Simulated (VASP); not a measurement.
# Settings for Hf: spin susceptibility from a Zeeman field

Hf, P6_3/mmc (no. 194), 2 atoms in the cell. PBEsol, Zeeman field on the spins; PAW potentials Hf_pv (PBE set). VASP 6.6.1.

Wanted: spin response within 6 %; stoner enhancement within 4 %.

POSCAR:
```
Hf
1.0
    3.1967000000      0.0000000000      0.0000000000
   -1.5983500000      2.7684234083      0.0000000000
    0.0000000000      0.0000000000      5.0578000000
Hf
2
Direct
    0.6666666667      0.3333333333      0.7500000000
    0.3333333333      0.6666666667      0.2500000000
```

The series start from Electronic algorithm: Normal; Cutoff (eV): 400; SCF threshold (eV): 1e-7; Field BEXT (eV): 0.01; Smearing: MP 0.1; k-point spacing (1/Å): 0.14. Each series keeps the choices made before it, and each single choice may use up half of a tolerance. Times cover all steps of a run.

## Electronic algorithm

| Electronic algorithm | Spin response (muB per atom per eV) | Stoner enhancement | Time (s) |
|---|---|---|---|
| Normal | 0.7495 | 1.26 | 121 |
| Fast | 0.7505 | 1.261 | 144 |

Chosen: Normal; no other choice that stays within half of the tolerance saves 30 % of the time.

## Cutoff (eV)

| Cutoff (eV) | Spin response (muB per atom per eV) | Stoner enhancement | Time (s) |
|---|---|---|---|
| 300 | 0.7515 | 1.261 | 82 |
| 350 | 0.7505 | 1.26 | 87 |
| 400 | 0.7495 | 1.26 | 121 |
| 450 | 0.7495 | 1.261 | 122 |
| 520 | 0.7495 | 1.261 | 133 |
| 600 (reference) | 0.7495 | 1.261 | 188 |

Chosen: 300, the loosest value from which every tighter one stays within half of the tolerance.

## SCF threshold (eV)

| SCF threshold (eV) | Spin response (muB per atom per eV) | Stoner enhancement | Time (s) |
|---|---|---|---|
| 1e-5 | 0.7335 | 1.231 | 62 |
| 1e-6 | 0.7335 | 1.231 | 64 |
| 1e-7 | 0.7515 | 1.261 | 82 |
| 1e-8 (reference) | 0.7515 | 1.261 | 82 |

Chosen: 1e-7.

## Field BEXT (eV)

| Field BEXT (eV) | Spin response (muB per atom per eV) | Stoner enhancement | Time (s) |
|---|---|---|---|
| 0.05 | 0.8016 | 1.302 | 83 |
| 0.02 | 0.7582 | 1.266 | 84 |
| 0.01 | 0.7515 | 1.261 | 82 |
| 0.005 (reference) | 0.746 | 1.252 | 77 |

Chosen: 0.02.

## Smearing

| Smearing | Spin response (muB per atom per eV) | Stoner enhancement | Time (s) |
|---|---|---|---|
| MP 0.2 | 0.9325 | 1.323 | 75 |
| MP 0.1 | 0.7582 | 1.266 | 84 |
| Fermi-Dirac 0.026 | 0.7852 | 1.275 | 76 |
| tetrahedron (reference) | 0.9345 | 1.324 | 83 |

Chosen: tetrahedron; the one before it in the list is off by more than half of the tolerance.

## k-point spacing (1/Å)

| k-point spacing (1/Å) | Spin response (muB per atom per eV) | Stoner enhancement | Time (s) |
|---|---|---|---|
| 0.25 | 1.002 | 1.347 | 28 |
| 0.18 | 1.026 | 1.351 | 44 |
| 0.14 | 0.9345 | 1.324 | 83 |
| 0.11 | 0.9255 | 1.32 | 164 |
| 0.09 | 0.9172 | 1.316 | 274 |
| 0.075 (reference) | 0.9227 | 1.318 | 422 |

Chosen: 0.14.

## All choices together

| Input | Spin response (muB per atom per eV) | Stoner enhancement | Time (s) |
|---|---|---|---|
| mesh and threshold of an ordinary ground state (naive) | 0.8695 | 1.235 | 12 |
| chosen settings | 0.9345 | 1.324 | 83 |
| reference settings throughout | 0.923 | 1.319 | 965 |

The tolerance is met.

## The input

INCAR.step1:
```
PREC     = Accurate       # precision mode
ENCUT    = 300            # plane-wave cutoff, eV
EDIFF    = 1E-7           # SCF threshold, eV
NELM     = 200            # most SCF steps
ALGO     = Normal         # electronic algorithm
ISMEAR   = -5             # smearing method
SIGMA    = 0.1            # smearing width, eV
LREAL    = False          # projectors in reciprocal space
LASPH    = True           # aspherical terms in the spheres
LMAXMIX  = 4              # l up to which the mixer works
LORBIT   = 11             # projections on sites
LWAVE    = False          # write WAVECAR
LCHARG   = True           # write CHGCAR
GGA      = PS             # functional
ISPIN    = 2              # spin polarisation
MAGMOM   = 2*0            # initial moments
NBANDS   = 18             # bands
```

INCAR.step2, as INCAR.step1 but for:
```
- LCHARG = True
+ LCHARG = False
+ BEXT = -0.02
+ ICHARG = 11
```

INCAR.step3, as INCAR.step2 but for:
```
- BEXT = -0.02
+ BEXT = 0.02
```

INCAR.step4, as INCAR.step3 but for:
```
- BEXT = 0.02
- ICHARG = 11
+ BEXT = -0.02
+ ICHARG = 1
```

INCAR.step5, as INCAR.step4 but for:
```
- BEXT = -0.02
+ BEXT = 0.02
```

KPOINTS:
```
Automatic mesh
0
Gamma
  17 17 9
  0 0 0
```

Commands (each step's output is kept before the next begins):
```
cat potpaw_PBE.64/Hf_pv/POTCAR > POTCAR
cp INCAR.step1 INCAR
mpirun -np 4 vasp_std > vasp.out
cp INCAR.step2 INCAR
mpirun -np 4 vasp_std > vasp.out
cp INCAR.step3 INCAR
mpirun -np 4 vasp_std > vasp.out
cp INCAR.step4 INCAR
mpirun -np 4 vasp_std > vasp.out
cp INCAR.step5 INCAR
mpirun -np 4 vasp_std > vasp.out
```

The chosen input took VASP 6.6.1 83 s on 4 cores (AMD EPYC 9R45 (Zen 5)), a shared host.
